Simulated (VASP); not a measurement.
# Al2O3 (Corundum) (R-3c) in VASP: a series of runs

One crystal, Al2O3 (Corundum), is run at these levels: PBE; tasks: relaxation of shape and atoms at fixed volume, single point, relaxation of cell and atoms.

Everything below comes from runs of VASP 6.6.1. Logs are shortened: lines on timing, memory, paths and dates and some standing lists are left out, and cuts for length are marked.

**The experiment to reproduce.**

From “Multi-petahertz electron interference in Cr:Al2O3 solid-state material”, 2018, pmc:5906618, for a bulk crystal of Al2O3: band gap 8.7 eV (optical).

The runs below are set against these values where they give the same quantity.

## 1. The structure

Symmetry: R-3c, No. 167, trigonal system. Conventional cell: a = 4.664 Å, b = 4.664 Å, c = 12.695 Å, α = 90.00°, β = 90.00°, γ = 120.00°. Al (site symmetry 3) is surrounded by 6 O at 1.82 to 1.93 Å. Around O (site symmetry 2) lie 4 Al at 1.82 to 1.93 Å.

## 2. Relaxation of shape and atoms at fixed volume, PBE

Input file INCAR:

```
  PREC = Accurate
  ENCUT = 600
  EDIFF = 1E-7
  ISMEAR = 0
  SIGMA = 0.02
  LREAL = False
  LASPH = True
  NELM = 100
  ALGO = Normal
  ISIF = 4
  LWAVE = False
  LCHARG = False
  GGA = PE
  IBRION = 2
  NSW = 50
  EDIFFG = -0.01
```

Input file KPOINTS:

```
Automatic mesh
0
Gamma
  6 6 6
```

Input file POSCAR:

```
Al2O3
1.0
    2.3320305026      1.3463984384      4.2315383149
   -2.3320305026      1.3463984384      4.2315383149
    0.0000000000     -2.6927968769      4.2315383149
Al O
4 6
Direct
    0.3520633202      0.3520633202      0.3520633202
    0.1479366798      0.1479366798      0.1479366798
    0.6479366798      0.6479366798      0.6479366798
    0.8520633202      0.8520633202      0.8520633202
    0.5566963411      0.9433036589      0.2500000000
    0.2500000000      0.5566963411      0.9433036589
    0.9433036589      0.2500000000      0.5566963411
    0.4433036589      0.0566963411      0.7500000000
    0.7500000000      0.4433036589      0.0566963411
    0.0566963411      0.7500000000      0.4433036589
```

Potentials or basis: VASP PAW PBE potentials, release 64 (Al, O).

Started as:

```
$ cat potpaw_PBE.64/Al/POTCAR potpaw_PBE.64/O/POTCAR > POTCAR
$ mpirun -np 1 vasp_std > vasp.out
```

OUTCAR:

```text
PREC = Accurate
   ENCUT = 600
   EDIFF = 1E-7
   ISMEAR = 0
   LREAL = False
   LASPH = True
   NELM = 100
   ISIF = 4
   GGA = PE
   IBRION = 2
   NSW = 50
   EDIFFG = -0.01

 ion  position               nearest neighbor table
   1  0.352  0.352  0.352-   9 1.82  10 1.82   8 1.82   7 1.93   5 1.93   6 1.93   2 2.59   3 2.73
                             3 2.73   3 2.73   2 3.15   2 3.15   2 3.15
   2  0.148  0.148  0.148-  10 1.82   9 1.82   8 1.82   6 1.93   5 1.93   7 1.93   1 2.59   4 2.73
                             4 2.73   4 2.73   1 3.15   1 3.15   1 3.15
   3  0.648  0.648  0.648-   6 1.82   7 1.82   5 1.82  10 1.93   8 1.93   9 1.93   4 2.59   1 2.73
                             1 2.73   1 2.73   4 3.15   4 3.15   4 3.15
   4  0.852  0.852  0.852-   7 1.82   6 1.82   5 1.82   9 1.93   8 1.93  10 1.93   3 2.59   2 2.73
                             2 2.73   2 2.73   3 3.15   3 3.15   3 3.15
   5  0.557  0.943  0.250-   3 1.82   4 1.82   1 1.93   2 1.93
   6  0.250  0.557  0.943-   3 1.82   4 1.82   2 1.93   1 1.93
   7  0.943  0.250  0.557-   4 1.82   3 1.82   1 1.93   2 1.93
   8  0.443  0.057  0.750-   1 1.82   2 1.82   3 1.93   4 1.93
   9  0.750  0.443  0.057-   1 1.82   2 1.82   4 1.93   3 1.93
  10  0.057  0.750  0.443-   2 1.82   1 1.82   3 1.93   4 1.93

  LATTYP: Found a trigonal (rhomboedric) cell.
 ALAT       =     5.0156825588
 COS(alpha) =     0.5676471120

  Lattice vectors:

 A1 = (   2.3320305026,   1.3463984384,   4.2315383149)
 A2 = (  -2.3320305026,   1.3463984384,   4.2315383149)
 A3 = (   0.0000000000,  -2.6927968769,   4.2315383149)

Analysis of symmetry for initial positions (statically):
=====================================================================
 Subroutine PRICEL returns:
 Original cell was already a primitive cell.

 Routine SETGRP: Setting up the symmetry group for a
 trigonal (rhombohedral) supercell.

 Subroutine GETGRP returns: Found 12 space group operations
 (whereof  6 operations were pure point group operations)
 out of a pool of 12 trial point group operations.

The static configuration has the point symmetry S_6 .
 The point group associated with its full space group is D_3d.

Analysis of symmetry for dynamics (positions and initial velocities):
=====================================================================
 Subroutine PRICEL returns:
 Original cell was already a primitive cell.

 Routine SETGRP: Setting up the symmetry group for a
[... 196 lines left out ...]
      0.00000     -0.00000      4.46931        -0.000000      0.000000     -0.021473
      0.00000     -0.00000      1.87800        -0.000000     -0.000000      0.021473
      0.00000     -0.00000      8.22531        -0.000000     -0.000000      0.021473
      0.00000     -0.00000     10.81662        -0.000000      0.000000     -0.021473
     -0.90158      1.34640      7.40519         0.037594      0.000000      0.000000
     -0.71523     -1.45399      7.40519        -0.018797      0.032557      0.000000
      1.61681      0.10759      7.40519        -0.018797     -0.032557      0.000000
      0.90158     -1.34640      5.28942        -0.037594      0.000000      0.000000
      0.71523      1.45399      5.28942         0.018797     -0.032557      0.000000
     -1.61681     -0.10759      5.28942         0.018797      0.032557      0.000000
 -----------------------------------------------------------------------------------
    total drift:                               -0.000000     -0.000000      0.000000

  FREE ENERGIE OF THE ION-ELECTRON SYSTEM (eV)
  ---------------------------------------------------
  free  energy   TOTEN  =       -74.2301832247 eV

  energy  without entropy=      -74.2301832247  energy(sigma->0) =      -74.23018322

--------------------------------------- Ionic step        2  -------------------------------------------

 number of electron      47.9999995 magnetization

 Free energy of the ion-electron system (eV)
  ---------------------------------------------------
  ext. energy  EPLUGINS =         0.00000000
  ---------------------------------------------------
  free energy    TOTEN  =       -74.23047603 eV

  energy without entropy =      -74.23047603  energy(sigma->0) =      -74.23047603

 E-fermi :   7.0659     XC(G=0): -12.0074

 val. band max:        6.9289328133   @ k =   0.0000   0.0000   0.0000
 cond. band min:      13.9387533459   @ k =   0.0000   0.0000   0.0000
 fundamental gap:      7.0098205326
 Fermi energy:         7.0659371551

 k-point     1 :       0.0000    0.0000    0.0000
  band No.  band energies     occupation
      1     -12.8634      2.00000
      2     -10.2502      2.00000
      3      -9.9609      2.00000
      4      -9.9609      2.00000
      5      -9.6202      2.00000
      6      -9.6202      2.00000
[... 781 lines left out ...]
     29      18.1119      0.00000
     30      18.6094      0.00000

 [... further k-points ...]
[... 5 lines left out ...]
  --------------------------------------------------------------------------------------
  -------------------------------------------------------------------------------------
  Total       12.7869003     12.7869003     12.8962236      0.0000000     -0.0000000      0.0000000
  in kB      256.9913519    256.9913519    259.1885327      0.0000000     -0.0000000      0.0000000
  external PRESSURE =     257.7237455 kB  Pullay stress =       0.0000000 kB

 VOLUME and BASIS-vectors are now :
 -----------------------------------------------------------------------------
  energy-cutoff  :      600.00
  volume of cell :       79.72
      direct lattice vectors                 reciprocal lattice vectors
     2.333171993  1.347057478  4.227398818     0.214300532  0.123726470  0.078850695
    -2.333171993  1.347057478  4.227398818    -0.214300532  0.123726470  0.078850695
    -0.000000000 -2.694114957  4.227398818     0.000000000 -0.247452940  0.078850695

 POSITION                                       TOTAL-FORCE (eV/Angst)
 -----------------------------------------------------------------------------------
     -0.00000     -0.00000      4.46390        -0.000000     -0.000000      0.000506
     -0.00000     -0.00000      1.87720        -0.000000      0.000000     -0.000506
     -0.00000     -0.00000      8.21830        -0.000000      0.000000     -0.000506
     -0.00000     -0.00000     10.80500        -0.000000     -0.000000      0.000506
     -0.90021      1.34706      7.39795        -0.009068      0.000000     -0.000000
     -0.71648     -1.45313      7.39795         0.004534     -0.007853      0.000000
      1.61669      0.10607      7.39795         0.004534      0.007853     -0.000000
      0.90021     -1.34706      5.28425         0.009068      0.000000     -0.000000
      0.71648      1.45313      5.28425        -0.004534      0.007853     -0.000000
     -1.61669     -0.10607      5.28425        -0.004534     -0.007853      0.000000
 -----------------------------------------------------------------------------------
    total drift:                               -0.000000      0.000000     -0.000000

  FREE ENERGIE OF THE ION-ELECTRON SYSTEM (eV)
  ---------------------------------------------------
  free  energy   TOTEN  =       -74.2304760348 eV

  energy  without entropy=      -74.2304760348  energy(sigma->0) =      -74.23047603

 reached required accuracy - stopping structural energy minimisation
```

CONTCAR:

```text
Al2O3
   1.00000000000000
     2.3331719930683361    1.3470574782269715    4.2273988180439410
    -2.3331719930683361    1.3470574782269715    4.2273988180439410
    -0.0000000000000000   -2.6941149565600937    4.2273988180458826
  Al              O
     4     6
Direct
     0.3519817157743203    0.3519817157743203    0.3519817157743203
     0.1480182842256797    0.1480182842256797    0.1480182842256797
     0.6480182842256798    0.6480182842256798    0.6480182842256798
     0.8519817157743202    0.8519817157743202    0.8519817157743202
     0.5570851918690262    0.9429148081309738    0.2500000000000000
     0.2500000000000000    0.5570851918690262    0.9429148081309738
     0.9429148081309738    0.2500000000000000    0.5570851918690262
     0.4429148081309738    0.0570851918690262    0.7500000000000000
     0.7500000000000000    0.4429148081309738    0.0570851918690262
     0.0570851918690262    0.7500000000000000    0.4429148081309738

  0.00000000E+00  0.00000000E+00  0.00000000E+00
  0.00000000E+00  0.00000000E+00  0.00000000E+00
  0.00000000E+00  0.00000000E+00  0.00000000E+00
  0.00000000E+00  0.00000000E+00  0.00000000E+00
  0.00000000E+00  0.00000000E+00  0.00000000E+00
  0.00000000E+00  0.00000000E+00  0.00000000E+00
  0.00000000E+00  0.00000000E+00  0.00000000E+00
  0.00000000E+00  0.00000000E+00  0.00000000E+00
  0.00000000E+00  0.00000000E+00  0.00000000E+00
  0.00000000E+00  0.00000000E+00  0.00000000E+00
```

Wall time 1.8 min (1 thread of Intel Xeon Platinum 8488C (Sapphire Rapids), shared host); peak memory 0.27 GiB.

Results:

| Item | Value |
| --- | --- |
| Free energy | -74.2305 eV |
| Energy gained by relaxing | 0.0 meV/atom |
| Ionic steps | 2 |
| Pressure after relaxing | 25.8 GPa |
| Largest force after relaxing | 0.009 eV/Å |
| Band gap on the k mesh | 7.01 eV, direct |

Forces in eV/Å, atoms in the order of the input:
```
Al   0.000  0.000  0.001
Al   0.000  0.000 -0.001
Al   0.000  0.000 -0.001
Al   0.000  0.000  0.001
O   -0.009  0.000  0.000
O    0.005 -0.008  0.000
O    0.005  0.008  0.000
O    0.009  0.000  0.000
O   -0.005  0.008  0.000
O   -0.005 -0.008  0.000
```

Step by step:
| step | energy change (eV) | largest force (eV/Å) | pressure (GPa) | volume (Å³) |
| --- | --- | --- | --- | --- |
| 1 | 0.0000 | 0.0376 | 25.83 | 79.72 |
| 2 | -0.0003 | 0.0091 | 25.77 | 79.72 |

Final structure:
```
Al O
1.0
     2.33317    1.34706    4.22740
    -2.33317    1.34706    4.22740
     0.00000   -2.69411    4.22740
Al O
4 6
Direct
  0.35198 0.35198 0.35198
  0.14802 0.14802 0.14802
  0.64802 0.64802 0.64802
  0.85198 0.85198 0.85198
  0.55709 0.94291 0.25000
  0.25000 0.55709 0.94291
  0.94291 0.25000 0.55709
  0.44291 0.05709 0.75000
  0.75000 0.44291 0.05709
  0.05709 0.75000 0.44291
```

## 3. Single point, PBE

This run uses another cell than the first one, of 8.76 Å³/atom, 1.099 times its volume.

Input file INCAR:

```
SYSTEM = Al2O3
ALGO = Fast
EDIFF = 1E-6
ENCUT = 520
GGA = PE
ISIF = 2
ISMEAR = 0
LASPH = .True.
LCHARG = .False.
LREAL = .False.
LWAVE = .False.
NBANDS = 35
NELM = 100
PREC = Accurate
SIGMA = 0.02
```

Input file KPOINTS:

```
k-points
0
Gamma
  6 6 6
  0 0 0
```

Input file POSCAR:

```
Al2O3
1.0
    2.4043547030      1.3881548350      4.3744984162
   -2.4043547030      1.3881548350      4.3744984162
    0.0000000000     -2.7763096700      4.3744984161
Al O
4 6
Direct
    0.3521453522      0.3521453522      0.3521453522
    0.1478546478      0.1478546478      0.1478546478
    0.6478546478      0.6478546478      0.6478546478
    0.8521453522      0.8521453522      0.8521453522
    0.5561715154      0.9438284846      0.2500000000
    0.2500000000      0.5561715154      0.9438284846
    0.9438284846      0.2500000000      0.5561715154
    0.4438284846      0.0561715154      0.7500000000
    0.7500000000      0.4438284846      0.0561715154
    0.0561715154      0.7500000000      0.4438284846
```

Potentials or basis: VASP PAW PBE potentials, release 64 (Al, O).

Started as:

```
$ cat potpaw_PBE.64/Al/POTCAR potpaw_PBE.64/O/POTCAR > POTCAR
$ mpirun -np 1 vasp_std > vasp.out
```

OUTCAR:

```text
SYSTEM = Al2O3
   EDIFF = 1E-6
   ENCUT = 520
   GGA = PE
   ISIF = 2
   ISMEAR = 0
   LASPH = .True.
   LREAL = .False.
   NELM = 100
   PREC = Accurate

 ion  position               nearest neighbor table
   1  0.352  0.352  0.352-   8 1.87  10 1.87   9 1.87   6 1.99   5 1.99   7 1.99   2 2.68   3 2.82
                             3 2.82   3 2.82   2 3.25   2 3.25   2 3.25
   2  0.148  0.148  0.148-   8 1.87   9 1.87  10 1.87   7 1.99   5 1.99   6 1.99   1 2.68   4 2.82
                             4 2.82   4 2.82   1 3.25   1 3.25   1 3.25
   3  0.648  0.648  0.648-   5 1.87   7 1.87   6 1.87   9 1.99   8 1.99  10 1.99   4 2.68   1 2.82
                             1 2.82   1 2.82   4 3.25   4 3.25   4 3.25
   4  0.852  0.852  0.852-   5 1.87   6 1.87   7 1.87  10 1.99   8 1.99   9 1.99   3 2.68   2 2.82
                             2 2.82   2 2.82   3 3.25   3 3.25   3 3.25
   5  0.556  0.944  0.250-   3 1.87   4 1.87   1 1.99   2 1.99
   6  0.250  0.556  0.944-   4 1.87   3 1.87   1 1.99   2 1.99
   7  0.944  0.250  0.556-   3 1.87   4 1.87   2 1.99   1 1.99
   8  0.444  0.056  0.750-   1 1.87   2 1.87   3 1.99   4 1.99
   9  0.750  0.444  0.056-   2 1.87   1 1.87   3 1.99   4 1.99
  10  0.056  0.750  0.444-   1 1.87   2 1.87   4 1.99   3 1.99

[... 212 lines left out ...]
 k-point     1 :       0.0000    0.0000    0.0000
  band No.  band energies     occupation
      1     -13.2135      2.00000
      2     -10.9929      2.00000
      3     -10.7301      2.00000
      4     -10.7301      2.00000
      5     -10.4235      2.00000
      6     -10.4235      2.00000
[... 901 lines left out ...]
     34      19.0705      0.00000
     35      19.1270      0.00000

 [... further k-points ...]
[... 5 lines left out ...]
  --------------------------------------------------------------------------------------
  -------------------------------------------------------------------------------------
  Total       -0.0715462     -0.0715462     -0.0885243      0.0000000     -0.0000000      0.0000000
  in kB       -1.3085219     -1.3085219     -1.6190377      0.0000000     -0.0000000      0.0000000
  external PRESSURE =      -1.4120271 kB  Pullay stress =       0.0000000 kB

 VOLUME and BASIS-vectors are now :
 -----------------------------------------------------------------------------
  energy-cutoff  :      520.00
  volume of cell :       87.60
      direct lattice vectors                 reciprocal lattice vectors
     2.404354703  1.388154835  4.374498416     0.207956006  0.120063456  0.076199212
    -2.404354703  1.388154835  4.374498416    -0.207956006  0.120063456  0.076199212
     0.000000000 -2.776309670  4.374498416     0.000000000 -0.240126912  0.076199212

 POSITION                                       TOTAL-FORCE (eV/Angst)
 -----------------------------------------------------------------------------------
      0.00000      0.00000      4.62138        -0.000000     -0.000000      0.004208
      0.00000      0.00000      1.94037        -0.000000     -0.000000     -0.004208
      0.00000      0.00000      8.50212        -0.000000      0.000000     -0.004208
      0.00000      0.00000     11.18313        -0.000000     -0.000000      0.004208
     -0.93206      1.38815      7.65537        -0.000308     -0.000000     -0.000000
     -0.73614     -1.50127      7.65537         0.000154     -0.000267     -0.000000
      1.66821      0.11311      7.65537         0.000154      0.000267      0.000000
      0.93206     -1.38815      5.46812         0.000308     -0.000000     -0.000000
      0.73614      1.50127      5.46812        -0.000154      0.000267      0.000000
     -1.66821     -0.11311      5.46812        -0.000154     -0.000267     -0.000000
 -----------------------------------------------------------------------------------
    total drift:                                0.000000     -0.000000      0.000000

  FREE ENERGIE OF THE ION-ELECTRON SYSTEM (eV)
  ---------------------------------------------------
  free  energy   TOTEN  =       -74.8122177186 eV

  energy  without entropy=      -74.8122177186  energy(sigma->0) =      -74.81221772
```

Run time: 70 s. Hardware: 1 thread of Intel Xeon 6975P-C (Granite Rapids), shared host; peak memory 0.26 GiB.

Results:

```yaml
Free_energy: -74.8122 eV
Pressure: -0.1 GPa
Largest_force: 0.004 eV/Å
Band_gap_on_the_k_mesh: 5.85 eV, direct
```

Forces on the atoms (eV/Å):
```
Al   0.000  0.000  0.004
Al   0.000  0.000 -0.004
Al   0.000  0.000 -0.004
Al   0.000  0.000  0.004
O    0.000  0.000  0.000
O    0.000  0.000  0.000
O    0.000  0.000  0.000
O    0.000  0.000  0.000
O    0.000  0.000  0.000
O    0.000  0.000  0.000
```

(Part 1 of 2 ends here.)
